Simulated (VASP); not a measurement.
# Zr (P6_3/mmc) in VASP: further runs, part 2 of 2

VASP 6.6.1. Earlier steps stand in the parts before.

## 5. Relaxation of cell and atoms, PBEsol

This run uses another cell than the first one, of 23.28 Å³/atom, 1.067 times its volume.

INCAR

```
PREC     = Accurate       # precision mode
ENCUT    = 600            # plane-wave cutoff, eV
EDIFF    = 1E-6           # SCF threshold, eV
ISMEAR   = 1              # smearing method
SIGMA    = 0.1            # smearing width, eV
LREAL    = False          # projectors in reciprocal space
LASPH    = True           # aspherical terms in the spheres
NELM     = 80             # most SCF steps
ALGO     = Normal         # electronic algorithm
ISIF     = 3              # what is computed and relaxed
LWAVE    = False          # write WAVECAR
LCHARG   = False          # write CHGCAR
GGA      = PS             # functional
IBRION   = 2              # ionic algorithm
NSW      = 90             # ionic steps
EDIFFG   = -0.01          # ionic threshold
KPAR     = 2
```

KPOINTS

```
Automatic mesh
0
Gamma
  15 15 7
```

POSCAR

```
Zr
1.0
    3.2320000000      0.0000000000      0.0000000000
   -1.6160000000      2.7989941050      0.0000000000
    0.0000000000      0.0000000000      5.1470000000
Zr
2
Direct
    0.3333333333      0.6666666667      0.2500000000
    0.6666666667      0.3333333333      0.7500000000
```

Potentials or basis: VASP PAW PBE potentials, release 64 (Zr_sv).

Launch:

```
> cat potpaw_PBE.64/Zr_sv/POTCAR > POTCAR
> mpirun -np 2 vasp_std > vasp.out
```

OUTCAR:

```text
PREC = Accurate
   ENCUT = 600
   EDIFF = 1E-6
   ISMEAR = 1
   LREAL = False
   LASPH = True
   NELM = 80
   ISIF = 3
   GGA = PS
   IBRION = 2
   NSW = 90
   EDIFFG = -0.01

 ion  position               nearest neighbor table
   1  0.333  0.667  0.250-   2 3.18   2 3.18   2 3.18   2 3.18   2 3.18   2 3.18
   2  0.667  0.333  0.750-   1 3.18   1 3.18   1 3.18   1 3.18   1 3.18   1 3.18

  LATTYP: Found a hexagonal cell.
 ALAT       =     3.2320000000
 C/A-ratio  =     1.5925123762

  Lattice vectors:

 A1 = (   3.2320000000,   0.0000000000,   0.0000000000)
 A2 = (  -1.6160000000,   2.7989941050,   0.0000000000)
 A3 = (   0.0000000000,   0.0000000000,   5.1470000000)

Analysis of symmetry for initial positions (statically):
=====================================================================
 Subroutine PRICEL returns:
 Original cell was already a primitive cell.

 Routine SETGRP: Setting up the symmetry group for a
 hexagonal supercell.

 Subroutine GETGRP returns: Found 24 space group operations
 (whereof 12 operations were pure point group operations)
 out of a pool of 24 trial point group operations.

The static configuration has the point symmetry D_3d.
 The point group associated with its full space group is D_6h.

Analysis of symmetry for dynamics (positions and initial velocities):
=====================================================================
 Subroutine PRICEL returns:
 Original cell was already a primitive cell.

 Routine SETGRP: Setting up the symmetry group for a
 hexagonal supercell.

 Subroutine GETGRP returns: Found 24 space group operations
 (whereof 12 operations were pure point group operations)
 out of a pool of 24 trial point group operations.

The dynamic configuration has the point symmetry D_3d.
 The point group associated with its full space group is D_6h.

 Subroutine INISYM returns: Found 24 space group operations
[... 121 lines left out ...]
   LORBIT       =      0    0 simple, 1 ext, 2 COOP (PROOUT), +10 PAW based schemes
   GGA     = PS    functional components
   LHFCALC =     F    Hartree Fock is set to
   AEXX    =    0.0000 exact exchange contribution
   IVDW    =     0    specifies the selected vdW correction
   LEPSILON=     F    determine dielectric tensor
   LRPA    =     F    only Hartree local field effects (RPA)
 conjugate gradient relaxation of ions
 non-spin polarized calculation
 Methfessel and Paxton  Order N= 1 SIGMA  =   0.10
  energy-cutoff  :      600.00
  volume of cell :       46.56
 maximum number of plane-waves:      1580
 NGX is ok and might be reduce to    28
   NGX = 13   NGY = 13   NGZ = 21

--------------------------------------- Ionic step        1  -------------------------------------------

 number of electron      24.0000000 magnetization

 Free energy of the ion-electron system (eV)
  ---------------------------------------------------
  ext. energy  EPLUGINS =         0.00000000
  ---------------------------------------------------
  free energy    TOTEN  =       -18.14806224 eV

  energy without entropy =      -18.14882525  energy(sigma->0) =      -18.14831657

------------------------ aborting loop because EDIFF is reached ----------------------------------------

  FORCE on cell =-STRESS in cart. coord.  units (eV):
  Direction    XX          YY          ZZ          XY          YZ          ZX
  --------------------------------------------------------------------------------------
  -------------------------------------------------------------------------------------
  Total       -0.9921886     -0.9921886     -0.8632237      0.0000000     -0.0000000      0.0000000
  in kB      -34.1410842    -34.1410842    -29.7034176      0.0000000     -0.0000000      0.0000000
  external PRESSURE =     -32.6618620 kB  Pullay stress =       0.0000000 kB
[... 203 lines left out ...]
--------------------------------------- Ionic step        7  -------------------------------------------

 number of electron      24.0000000 magnetization

 Free energy of the ion-electron system (eV)
  ---------------------------------------------------
  ext. energy  EPLUGINS =         0.00000000
  ---------------------------------------------------
  free energy    TOTEN  =       -18.16512331 eV

  energy without entropy =      -18.16613898  energy(sigma->0) =      -18.16546187

 E-fermi :   9.2759     XC(G=0): -11.3658

 val. band max:        9.2732006267   @ k =   0.2000   0.1333   0.4286
 cond. band min:       9.2781160161   @ k =   0.3333   0.2667   0.2857
 fundamental gap:      0.0049153894
 Fermi energy:         9.2758620685

 k-point     1 :       0.0000    0.0000    0.0000
  band No.  band energies     occupation
      1     -39.4046      2.00000
      2     -39.2289      2.00000
      3     -18.0166      2.00000
      4     -17.0350      2.00000
      5     -17.0350      2.00000
      6     -16.8949      2.00000
[... 433 lines left out ...]
      3     -17.7562      2.00000
      4     -17.5720      2.00000
      5     -17.4526      2.00000
      6     -17.4230      2.00000
[... 8 lines left out ...]
     15      10.9103     -0.00000
     16      13.6304      0.00000

 [... further k-points ...]
[... 5 lines left out ...]
  --------------------------------------------------------------------------------------
  -------------------------------------------------------------------------------------
  Total        0.0168176      0.0168176      0.0098114      0.0000000     -0.0000000      0.0000000
  in kB        0.5995919      0.5995919      0.3498016      0.0000000     -0.0000000      0.0000000
  external PRESSURE =       0.5163285 kB  Pullay stress =       0.0000000 kB
[... 17 lines left out ...]
  FREE ENERGIE OF THE ION-ELECTRON SYSTEM (eV)
  ---------------------------------------------------
  free  energy   TOTEN  =       -18.1651233087 eV

  energy  without entropy=      -18.1661389830  energy(sigma->0) =      -18.16546187

 reached required accuracy - stopping structural energy minimisation
```

Run time: 2.2 min. Hardware: 2 MPI ranks of Intel Xeon Platinum 8488C (Sapphire Rapids), shared host; peak memory 0.23 GiB.

Results:

| Quantity | Value |
| --- | --- |
| Free energy | -18.1651 eV |
| Relaxed volume | 22.47 Å³/atom |
| Relaxed cell | a = 3.186 Å, b = 3.186 Å, c = 5.114 Å, α = 90.00°, β = 90.00°, γ = 120.00° |
| Space group after relaxing (to 0.05 Å) | P6_3/mmc (No. 194) |
| Energy gained by relaxing | 8.5 meV/atom |
| Ionic steps | 7 |
| Pressure after relaxing | 0.1 GPa |
| Band gap on the k mesh | none (metal or under the smearing width) |

Step by step:
| step | energy change (eV) | largest force (eV/Å) | pressure (GPa) | volume (Å³) |
| --- | --- | --- | --- | --- |
| 1 | 0.0000 | 0.0000 | -3.27 | 46.56 |
| 2 | 0.0005 | 0.0000 | 3.70 | 43.44 |
| 3 | -0.0167 | 0.0000 | 0.00 | 44.98 |
| 4 | -0.0167 | 0.0000 | 0.06 | 44.95 |
| 5 | -0.0170 | 0.0000 | 0.05 | 44.94 |
| 6 | -0.0171 | 0.0000 | 0.05 | 44.94 |
| 7 | -0.0171 | 0.0000 | 0.05 | 44.94 |

Final structure:
```
Zr
1.0
     3.18554    0.00000    0.00000
    -1.59277    2.75876    0.00000
     0.00000    0.00000    5.11353
Zr
2
Cartesian
  0.0000 1.8392 1.2784
  1.5928 0.9196 3.8352
```

Levels at points of the mesh, in eV from the Fermi level:
```tsv
k point	band 8	band 9	band 10	band 11	band 12	band 13	band 14	band 15	band 16
(0.00, 0.00, 0.00)	-26.16	-5.75	-3.15	0.86	0.86	0.94	1.25	1.57	1.57
```

Caveat: the PAW data sets were made with another functional, which shifts forces and pressure a little.

## 6. Relaxation of cell and atoms, PBEsol

This run uses another cell than the first one, of 22.47 Å³/atom, 1.030 times its volume.

INCAR: that of step 5 with these lines changed.

```diff
@@ -2,3 +2,3 @@
 ENCUT    = 600            # plane-wave cutoff, eV
-EDIFF    = 1E-6           # SCF threshold, eV
+EDIFF    = 1E-7           # SCF threshold, eV
 ISMEAR   = 1              # smearing method
@@ -15,3 +15,3 @@
 NSW      = 90             # ionic steps
-EDIFFG   = -0.01          # ionic threshold
+EDIFFG   = -0.005         # ionic threshold
 KPAR     = 2
```

KPOINTS is that of step 5.

POSCAR

```
Zr                                      
1.0
    3.1855449113      0.0000000000      0.0000000000
   -1.5927724557      2.7587628181     -0.0000000000
   -0.0000000000      0.0000000000      5.1135345967
  Zr            
     2
Direct
     0.3333333332999970    0.6666666667000030    0.2500000000000000
     0.6666666667000030    0.3333333332999970    0.7500000000000000
```

Potentials or basis: VASP PAW PBE potentials, release 64 (Zr_sv).

Launch:

```
> cat potpaw_PBE.64/Zr_sv/POTCAR > POTCAR
> mpirun -np 2 vasp_std > vasp.out
```

It took 76 s on 2 MPI ranks of Intel Xeon Platinum 8488C (Sapphire Rapids), shared host; peak memory 0.22 GiB.

It converged, with:

```yaml
Free_energy: -18.1645 eV
Relaxed_volume: 22.48 Å³/atom
Relaxed_cell: a = 3.186 Å, b = 3.186 Å, c = 5.114 Å, α = 90.00°, β = 90.00°, γ = 120.00°
Space_group_after_relaxing_to_0.05_Å: P6_3/mmc (No. 194)
Energy_gained_by_relaxing: 0.0 meV/atom
Ionic_steps: 3
Pressure_after_relaxing: 0.0 GPa
Band_gap_on_the_k_mesh: none (metal or under the smearing width)
```

Final structure:
```xyz
2
Lattice="3.1860 0.0000 0.0000 -1.5930 2.7592 0.0000 0.0000 0.0000 5.1140" Properties=species:S:1:pos:R:3 pbc="T T T"
Zr    0.0000    1.8395    1.2785
Zr    1.5930    0.9197    3.8355
```

Levels at points of the mesh, in eV from the Fermi level:
```csv
k point,band 8,band 9,band 10,band 11,band 12,band 13,band 14,band 15,band 16
"(0.00, 0.00, 0.00)",-26.16,-5.75,-3.15,0.86,0.86,0.94,1.25,1.57,1.57
```

Caveat: the PAW data sets were made with another functional, which shifts forces and pressure a little.
